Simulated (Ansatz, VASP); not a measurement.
One calculation of Rh, two programs

```
Rh
1.0
    -0.28726    1.83845    1.91505
     1.83845   -0.28726    1.91505
     1.55119    1.55119    0.00000
Rh
1
Direct
  0.00000 0.00000 0.00000
```

Change from the starting cell: engineering shear strain xy -0.3000, equal normal strain along x and y -0.0400.

Alike in both runs: task single point; functional PBE; k mesh 20 × 20 × 20; occupations gaussian, width 0.15 eV; no spin polarisation.

|  | VASP | Ansatz |
| --- | --- | --- |
| version | VASP 6.6.1 | Ansatz 0.2.0 |
| potentials or method | VASP PAW PBE potentials, release 64 (Rh_pv) | scalar-relativistic, plane waves, PAW |
| plane-wave cutoff (eV) | 520 | 420 |
| valence electrons in the cell | 15 | 17 |

Ansatz gave:

```
gap on the k mesh at the Fermi level (eV)       : none
pressure (GPa)                                  : 75.1
largest component of the traceless stress (GPa) : 85.36
```

Problem. What did VASP give for the same quantities?

Solution. gap on the k mesh at the Fermi level (eV): none; pressure (GPa): 75.6; largest component of the traceless stress (GPa): 86.35.

A gap of «none» marks a metal or a gap that the smearing closes. With one functional, cell and mesh, what is left measures potentials, basis and numerics. The two sets of potentials don't hold the same shells in valence.

Caveats: the cell as given lies far from equilibrium; so large a pressure means that the cell lies far from this level's equilibrium, or that cutoff or potentials fall short (VASP).
